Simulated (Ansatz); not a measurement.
A run of Ansatz 0.2.0 is set up as follows.

File input.yaml:

```yaml
crystal:
  lattice:
    - [4.15, 0.0, 0.0]
    - [-2.075, 3.5940054257, 0.0]
    - [0.0, 0.0, 5.78]
  atoms:
    - { symbol: Sb, position: [0.6666666667, 0.3333333333, 0.75] }
    - { symbol: Sb, position: [0.3333333333, 0.6666666667, 0.25] }
    - { symbol: Mn, position: [0.0, 0.0, 0.5], spin: 4.0 }
    - { symbol: Mn, position: [0.0, 0.0, 0.0], spin: 4.0 }
hamiltonian:
  xc: pbe
  pseudopotentials: { kind: paw }
magnetization:
  spin_polarized: true
kpoints:
  mp_grid: { grid: [7, 7, 5] }
scf:
  occupations: { method: gaussian, width: 0.017 }
output:
  forces: true
  stress: true
  eigenvalues: true
  write_density: true
  write_potential: true
  elf: true
  volumetric_format: npy
```

Potentials or basis: Ansatz PAW.

Run with:

```sh
$ ansatz run input.yaml --threads 2 --pin off --max-ram 5632MiB --backend cpu --events-out ev --progress --plain --runs-dir out
```

Q: What does it give for the net moment?

A: 6.68 μB per cell.

Q: What does it give for the band gap on the k mesh?

A: None (metal or under the smearing width).

Q: Estimate the absolute moment.

A: 7.57 μB per cell.

Q: What does it give for the site moments?

A: Sb -0.13; Mn +3.43 μB.

Stress tensor (GPa, compression positive):
```
-2.96  0.00  0.00
 0.00 -2.96  0.00
 0.00  0.00 -4.15
```

 The run has no spin-orbit coupling, so splittings on Sb are missing.
